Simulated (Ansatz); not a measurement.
Here are 3 structures of CaO, each relaxed with r2SCAN (the PAW code Ansatz). Computed values for non-magnetic cells; some structures come from databases, others from prototypes and may be hypothetical.

4H polytype:
```
CELL_PARAMETERS angstrom
3.73285 0.00000 0.00000
-1.86643 3.23275 0.00000
0.00000 0.00000 11.69228
ATOMIC_POSITIONS crystal
Ca 0.00000 0.00000 0.99642
Ca 0.33333 0.66667 0.24792
Ca 0.00000 0.00000 0.49642
Ca 0.66667 0.33333 0.74792
O 0.00000 0.00000 0.19095
O 0.33333 0.66667 0.43970
O 0.00000 0.00000 0.69095
O 0.66667 0.33333 0.93970
```

h-MgO type:
```
CELL_PARAMETERS angstrom
3.98103 0.00000 0.00000
-1.99051 3.44767 0.00000
0.00000 0.00000 4.77012
ATOMIC_POSITIONS crystal
Ca 0.33333 0.66667 0.25000
Ca 0.66667 0.33333 0.75000
O 0.66667 0.33333 0.25000
O 0.33333 0.66667 0.75000
```

rocksalt:
```
CELL_PARAMETERS angstrom
0.00000 2.39755 2.39755
2.39755 0.00000 2.39755
2.39755 2.39755 0.00000
ATOMIC_POSITIONS crystal
Ca 0.00000 0.00000 0.00000
O 0.50000 0.50000 0.50000
```

**Question.** Order them by r2SCAN energy an atom, lowest first.
A. rocksalt
B. h-MgO type
C. 4H polytype

**Answer.** A (0 meV/atom), B (101 meV/atom), C (227 meV/atom).

**Question.** Does the order change among the functionals that relaxed these cells?

**Answer.** Not for the lowest cell. PBE agrees on the lowest cell. PBE: 4H polytype 160, h-MgO type 65, rocksalt 0 meV an atom.

**Question.** What gaps does HSE06 give on these cells?

**Answer.** 4H polytype: 4.82 i (M → Γ); h-MgO type: 4.58 d (Γ); rocksalt: 5.31 i (Γ → X) (eV; d direct, i indirect).

**Question.** What gaps does PBE give on these cells?

**Answer.** 4H polytype: 3.41 i (M → Γ); h-MgO type: 3.21 d (Γ); rocksalt: 3.65 i (Γ → X) (eV; d direct, i indirect).

The meshes of the hybrids are coarse, so their gaps aren't converged to the digits shown.
